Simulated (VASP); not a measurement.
# Ga4O (Im-3m) in VASP: a series of runs

Aim: see how the results for Ga4O move with the level of theory and the settings. Levels: PBE, LDA. Tasks: relaxation of cell and atoms.

All numbers are computed with VASP 6.6.1; they aren't measurements. Logs are shortened: lines on timing, memory, paths and dates and some standing lists are left out, and cuts for length are marked.

## Step 1: Starting point

It takes space group Im-3m (No. 229, cubic). The conventional cell has a = 5.423 Å, b = 5.423 Å, c = 5.423 Å, α = 90.00°, β = 90.00°, γ = 90.00°. Ga (site symmetry -3m) is surrounded by 2 O at 2.35 Å. Around O (site symmetry m-3m) lie 8 Ga at 2.35 Å.

The cell was built by a generator and needn't be a form met in nature.

## Step 2: Relaxation of cell and atoms, PBE

INCAR

```
  ALGO = Normal
  EDIFF = 1E-7
  EDIFFG = -0.02
  ENCUT = 600
  GGA = PE
  IBRION = 2
  ISIF = 3
  ISMEAR = 0
  LASPH = True
  LCHARG = False
  LREAL = False
  LWAVE = False
  NELM = 60
  NSW = 40
  PREC = Accurate
  SIGMA = 0.05
```

KPOINTS

```
k-points
0
Gamma
  7 7 7
```

POSCAR

```
Ga4O
1.0
   -2.7112981600      2.7112981600      2.7112981600
    2.7112981600     -2.7112981600      2.7112981600
    2.7112981600      2.7112981600     -2.7112981600
Ga O
4 1
Direct
    0.0000000000      0.0000000000      0.5000000000
    0.5000000000      0.0000000000      0.0000000000
    0.5000000000      0.5000000000      0.5000000000
    0.0000000000      0.5000000000      0.0000000000
    0.0000000000      0.0000000000      0.0000000000
```

Potentials or basis: VASP PAW PBE potentials, release 64 (Ga_d, O).

Command:

```sh
$ cat potpaw_PBE.64/Ga_d/POTCAR potpaw_PBE.64/O/POTCAR > POTCAR
$ mpirun -np 1 vasp_std > vasp.out
```

OUTCAR:

```text
EDIFF = 1E-7
   EDIFFG = -0.02
   ENCUT = 600
   GGA = PE
   IBRION = 2
   ISIF = 3
   ISMEAR = 0
   LASPH = True
   LREAL = False
   NELM = 60
   NSW = 40
   PREC = Accurate

 ion  position               nearest neighbor table
   1  0.000  0.000  0.500-   5 2.35   5 2.35   4 2.71   2 2.71   3 2.71   4 2.71   2 2.71   3 2.71

   2  0.500  0.000  0.000-   5 2.35   5 2.35   4 2.71   1 2.71   3 2.71   3 2.71   1 2.71   4 2.71

   3  0.500  0.500  0.500-   5 2.35   5 2.35   4 2.71   1 2.71   2 2.71   4 2.71   1 2.71   2 2.71

   4  0.000  0.500  0.000-   5 2.35   5 2.35   3 2.71   1 2.71   2 2.71   1 2.71   3 2.71   2 2.71

   5  0.000  0.000  0.000-   1 2.35   2 2.35   3 2.35   4 2.35   1 2.35   4 2.35   2 2.35   3 2.35

  LATTYP: Found a body centered cubic cell.
 ALAT       =     5.4225963200

  Lattice vectors:

 A1 = (  -2.7112981600,   2.7112981600,   2.7112981600)
 A2 = (   2.7112981600,  -2.7112981600,   2.7112981600)
 A3 = (   2.7112981600,   2.7112981600,  -2.7112981600)

Analysis of symmetry for initial positions (statically):
=====================================================================
 Subroutine PRICEL returns:
 Original cell was already a primitive cell.

 Routine SETGRP: Setting up the symmetry group for a
 body centered cubic supercell.

 Subroutine GETGRP returns: Found 48 space group operations
 (whereof 48 operations were pure point group operations)
 out of a pool of 48 trial point group operations.

The static configuration has the point symmetry O_h .

Analysis of symmetry for dynamics (positions and initial velocities):
=====================================================================
 Subroutine PRICEL returns:
 Original cell was already a primitive cell.

 Routine SETGRP: Setting up the symmetry group for a
 body centered cubic supercell.

 Subroutine GETGRP returns: Found 48 space group operations
 (whereof 48 operations were pure point group operations)
 out of a pool of 48 trial point group operations.

The dynamic configuration has the point symmetry O_h .

 Subroutine INISYM returns: Found 48 space group operations
[... 158 lines left out ...]
  in kB       81.9455795     81.9455795     81.9455795      0.0000000      0.0000000      0.0000000
  external PRESSURE =      81.9455795 kB  Pullay stress =       0.0000000 kB

 VOLUME and BASIS-vectors are now :
 -----------------------------------------------------------------------------
  energy-cutoff  :      600.00
  volume of cell :       79.72
      direct lattice vectors                 reciprocal lattice vectors
    -2.711298160  2.711298160  2.711298160     0.000000000  0.184413506  0.184413506
     2.711298160 -2.711298160  2.711298160     0.184413506  0.000000000  0.184413506
     2.711298160  2.711298160 -2.711298160     0.184413506  0.184413506  0.000000000

 POSITION                                       TOTAL-FORCE (eV/Angst)
 -----------------------------------------------------------------------------------
      1.35565      1.35565     -1.35565        -0.000000     -0.000000      0.000000
     -1.35565      1.35565      1.35565         0.000000     -0.000000     -0.000000
      1.35565      1.35565      1.35565        -0.000000      0.000000     -0.000000
      1.35565     -1.35565      1.35565         0.000000      0.000000     -0.000000
      0.00000      0.00000      0.00000         0.000000      0.000000      0.000000
 -----------------------------------------------------------------------------------
    total drift:                                0.000000     -0.000000      0.000000

  FREE ENERGIE OF THE ION-ELECTRON SYSTEM (eV)
  ---------------------------------------------------
  free  energy   TOTEN  =       -16.9870065985 eV

  energy  without entropy=      -16.9832245860  energy(sigma->0) =      -16.98511559

--------------------------------------- Ionic step        2  -------------------------------------------

 number of electron      57.9999962 magnetization

 Free energy of the ion-electron system (eV)
  ---------------------------------------------------
  ext. energy  EPLUGINS =         0.00000000
  ---------------------------------------------------
  free energy    TOTEN  =       -17.21552015 eV

  energy without entropy =      -17.21163297  energy(sigma->0) =      -17.21357656

 E-fermi :   4.4418     XC(G=0): -10.6043

 val. band max:        4.3387717884   @ k =   0.4286   0.1429  -0.0000
 cond. band min:       4.4425267343   @ k =  -0.2857   0.4286   0.1429
 fundamental gap:      0.1037549458
 Fermi energy:         4.4418060791

 k-point     1 :       0.0000    0.0000    0.0000
  band No.  band energies     occupation
      1     -13.6900      2.00000
      2     -10.4478      2.00000
      3     -10.4478      2.00000
      4     -10.3359      2.00000
      5     -10.3359      2.00000
      6     -10.2971      2.00000
[... 729 lines left out ...]
     33       6.8019      0.00000
     34       8.3414      0.00000

------------------------ aborting loop because EDIFF is reached ----------------------------------------

  FORCE on cell =-STRESS in cart. coord.  units (eV):
  Direction    XX          YY          ZZ          XY          YZ          ZX
  --------------------------------------------------------------------------------------
  -------------------------------------------------------------------------------------
  Total        0.0310747      0.0310747      0.0310747      0.0000000      0.0000000      0.0000000
  in kB        0.5562223      0.5562223      0.5562223      0.0000000      0.0000000      0.0000000
  external PRESSURE =       0.5562223 kB  Pullay stress =       0.0000000 kB

 VOLUME and BASIS-vectors are now :
 -----------------------------------------------------------------------------
  energy-cutoff  :      600.00
  volume of cell :       89.51
      direct lattice vectors                 reciprocal lattice vectors
    -2.817968885  2.817968885  2.817968885     0.000000000  0.177432761  0.177432761
     2.817968885 -2.817968885  2.817968885     0.177432761  0.000000000  0.177432761
     2.817968885  2.817968885 -2.817968885     0.177432761  0.177432761  0.000000000

 POSITION                                       TOTAL-FORCE (eV/Angst)
 -----------------------------------------------------------------------------------
      1.40898      1.40898      4.22695        -0.000000     -0.000000     -0.000000
      1.40898      4.22695     -1.40898        -0.000000     -0.000000      0.000000
      1.40898      1.40898      1.40898         0.000000      0.000000     -0.000000
      1.40898     -1.40898      1.40898         0.000000      0.000000      0.000000
      0.00000      0.00000      0.00000        -0.000000      0.000000      0.000000
 -----------------------------------------------------------------------------------
    total drift:                                0.000000     -0.000000      0.000000

  FREE ENERGIE OF THE ION-ELECTRON SYSTEM (eV)
  ---------------------------------------------------
  free  energy   TOTEN  =       -17.2155201493 eV

  energy  without entropy=      -17.2116329680  energy(sigma->0) =      -17.21357656

 reached required accuracy - stopping structural energy minimisation
```

OSZICAR:

```text
N       E                     dE             d eps       ncg     rms          rms(c)
DAV:   1     0.480639226300E+03    0.48064E+03   -0.31106E+04  1360   0.351E+03
DAV:   2     0.511560356754E+02   -0.42948E+03   -0.42227E+03  1416   0.646E+02
DAV:   3    -0.143221687627E+02   -0.65478E+02   -0.63906E+02  1580   0.182E+02
[... 23 lines left out ...]
DAV:  10    -0.172155202279E+02    0.32265E-04   -0.18286E-04  1710   0.707E-02    0.377E-03
DAV:  11    -0.172155202468E+02   -0.18845E-07   -0.10551E-05  1566   0.268E-02    0.146E-03
DAV:  12    -0.172155203435E+02   -0.96781E-07   -0.19116E-06  1798   0.689E-03    0.442E-03
DAV:  13    -0.172155201092E+02    0.23431E-06   -0.11174E-06  1414   0.569E-03    0.368E-04
DAV:  14    -0.172155201493E+02   -0.40036E-07   -0.11281E-07   908   0.190E-03
   2 F= -.17215520E+02 E0= -.17213577E+02  d E =-.228514E+00
```

Wall time 94 s (1 thread of AMD EPYC 9R45 (Zen 5), shared host); peak memory 0.24 GiB.

Results:

```
Free energy                            : -17.2155 eV
Relaxed volume                         : 17.90 Å³/atom
Relaxed cell                           : a = 4.881 Å, b = 4.881 Å, c = 4.881 Å, α = 109.47°, β = 109.47°, γ = 109.47°
Space group after relaxing (to 0.05 Å) : Im-3m (No. 229)
Energy gained by relaxing              : 45.7 meV/atom
Ionic steps                            : 2
Pressure after relaxing                : 0.1 GPa
Band gap on the k mesh                 : none (metal or under the smearing width)
```

Step by step:
```
step  energy change (eV)  largest force (eV/Å)  pressure (GPa)  volume (Å³)
   1              0.0000                0.0000            8.19        79.72
   2             -0.2285                0.0000            0.06        89.51
```

Final structure:
```
CELL_PARAMETERS angstrom
-2.81797 2.81797 2.81797
2.81797 -2.81797 2.81797
2.81797 2.81797 -2.81797
ATOMIC_POSITIONS crystal
Ga 0.00000 0.00000 0.50000
Ga 0.50000 0.00000 0.00000
Ga 0.50000 0.50000 0.50000
Ga 0.00000 0.50000 0.00000
O 0.00000 0.00000 0.00000
```

## Step 3: Relaxation of cell and atoms, LDA

INCAR

```
PREC = Accurate
ENCUT = 600
EDIFF = 1E-6
ISMEAR = 0
SIGMA = 0.05
LREAL = False
LASPH = True
NELM = 80
ALGO = Fast
ISIF = 3
LWAVE = False
LCHARG = False
GGA = CA
IBRION = 2
NSW = 40
EDIFFG = -0.01
```

KPOINTS

```
Automatic mesh
0
Gamma
  7 7 7
```

POSCAR is that of step 2.

Potentials or basis: VASP PAW LDA potentials, release 64 (Ga_d, O).

Command:

```sh
$ cat potpaw_LDA.64/Ga_d/POTCAR potpaw_LDA.64/O/POTCAR > POTCAR
$ mpirun -np 1 vasp_std > vasp.out
```

Run time: 1.7 min. Hardware: 1 thread of AMD EPYC 9R45 (Zen 5), shared host; peak memory 0.19 GiB.

It converged, with:

```yaml
Free_energy: -20.7201 eV
Relaxed_volume: 16.21 Å³/atom
Relaxed_cell: a = 4.722 Å, b = 4.722 Å, c = 4.722 Å, α = 109.47°, β = 109.47°, γ = 109.47°
Space_group_after_relaxing_to_0.05_Å: Im-3m (No. 229)
Energy_gained_by_relaxing: 1.0 meV/atom
Ionic_steps: 3
Pressure_after_relaxing: 0.1 GPa
Band_gap_on_the_k_mesh: none (metal or under the smearing width)
```

The path:
```csv
step,energy change (eV),largest force (eV/Å),pressure (GPa),volume (Å³)
1,0.0000,0.0000,1.22,79.72
2,-0.0051,0.0000,-0.10,81.14
3,-0.0051,0.0000,0.06,81.03
```

Final structure:
```cif
data_structure
_symmetry_space_group_name_H-M 'P 1'
_symmetry_Int_Tables_number 1
_cell_length_a 4.7217
_cell_length_b 4.7217
_cell_length_c 4.7217
_cell_angle_alpha 109.471
_cell_angle_beta 109.471
_cell_angle_gamma 109.471
_cell_volume 81.03
loop_
_atom_site_label
_atom_site_type_symbol
_atom_site_fract_x
_atom_site_fract_y
_atom_site_fract_z
_atom_site_occupancy
Ga1 Ga 0.00000 0.00000 0.50000 1
Ga2 Ga 0.50000 0.00000 0.00000 1
Ga3 Ga 0.50000 0.50000 0.50000 1
Ga4 Ga 0.00000 0.50000 0.00000 1
O1 O 0.00000 0.00000 0.00000 1
```

Levels at points of the mesh, in eV from the Fermi level:
```csv
k point,band 26,band 27,band 28,band 29,band 30,band 31,band 32,band 33
"(0.00, 0.00, 0.00)",-1.95,-1.95,-1.95,-0.67,-0.67,-0.67,3.35,3.35
```

## Step 4: For comparison

An earlier run on the cell as given: functional PBE; potentials or basis VASP PAW PBE potentials, release 64 (Ga_d, O); cutoff 520 eV; k mesh 7 × 7 × 7; occupations fermi-dirac, width 0.05 eV; no spin polarisation.

- Pressure: 8.3 GPa
- Band gap on the k mesh: none (metal or under the smearing width)

## Step 5: Summary

| task | level | potentials or basis | cell | cutoff (eV) | smearing | gap on the mesh (eV) | pressure (GPa) | relaxed volume (Å³/atom) |
| --- | --- | --- | --- | --- | --- | --- | --- | --- |
| relaxation of cell and atoms | PBE | VASP PAW PBE potentials, release 64 (Ga_d, O) | relaxed | 600 | gaussian 0.05 eV | none | 0.1 | 17.90 |
| relaxation of cell and atoms | LDA | VASP PAW LDA potentials, release 64 (Ga_d, O) | relaxed | 600 | gaussian 0.05 eV | none | 0.1 | 16.21 |
| single point | PBE | VASP PAW PBE potentials, release 64 (Ga_d, O) | as given | 520 | fermi-dirac 0.05 eV | none | 8.3 | - |

Alike in all rows: no spin polarisation; k mesh 7 × 7 × 7.

Absolute energies hang on the potentials; compare differences alone.
